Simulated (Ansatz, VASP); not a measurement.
# Two plane-wave programs on HfH3

The input INCAR:

```
SYSTEM = HfH3
  PREC = Accurate
  ENCUT = 600
  EDIFF = 1E-6
  ISMEAR = 1
  SIGMA = 0.1
  LREAL = .False.
  LASPH = .True.
  NELM = 100
  ALGO = Normal
  ISIF = 3
  LWAVE = .False.
  LCHARG = .False.
  GGA = CA
  IBRION = 2
  NSW = 80
  EDIFFG = -0.02
```

Contents of KPOINTS:

```
Automatic mesh
0
Gamma
  7 7 7
  0 0 0
```

POSCAR

```
HfH3
1.0
    3.0845540000      0.0000000000      0.0000000000
    0.0000000000      3.0845540000      0.0000000000
    0.0000000000      0.0000000000      3.0845540000
Hf H
1 3
Direct
    0.0000000000      0.0000000000      0.0000000000
    0.0000000000      0.5000000000      0.5000000000
    0.5000000000      0.0000000000      0.5000000000
    0.5000000000      0.5000000000      0.0000000000
```

Input for Ansatz:

```yaml
crystal:
  lattice:
    - [3.084554, 0.0, 0.0]
    - [0.0, 3.084554, 0.0]
    - [0.0, 0.0, 3.084554]
  atoms:
    - { symbol: Hf, position: [0.0, 0.0, 0.0] }
    - { symbol: H, position: [0.0, 0.5, 0.5] }
    - { symbol: H, position: [0.5, 0.0, 0.5] }
    - { symbol: H, position: [0.5, 0.5, 0.0] }
basis:
  ecutwfc: 550.0
kpoints:
  mp_grid:
    grid: [7, 7, 7]
hamiltonian:
  xc: lda
  dispersion: none
scf:
  occupations:
    method: cold
relax:
  f_tol: 0.02
  cell: {}
```

The cell comes from a database or a generator and needn't be the stable form of this composition.

Alike in both runs: task relaxation of cell and atoms; functional LDA; k mesh 7 × 7 × 7; no spin polarisation.

|  | VASP | Ansatz |
| --- | --- | --- |
| version | VASP 6.6.1 | Ansatz 0.2.0 |
| potentials or method | VASP PAW LDA potentials, release 64 (Hf_pv, H) | plane waves, PAW |
| plane-wave cutoff (eV) | 600 | 550 |
| occupations | methfessel-paxton of order 1, width 0.1 eV | cold |
| valence electrons in the cell | 13 | 29 |

Ansatz gave:

```
relaxed volume (Å³/atom)                                     : 6.97
relaxed cell length with the largest relative difference (Å) : 3.033
energy change over the relaxation (meV/atom)                 : -9
```

Task: What did VASP give for the same quantities?

Result: Relaxed volume (Å³/atom): 6.99; relaxed cell length with the largest relative difference (Å): 3.035; energy change over the relaxation (meV/atom): -9.

The two sets of potentials don't hold the same shells in valence.

The runs have no spin-orbit coupling, so splittings on Hf are missing.
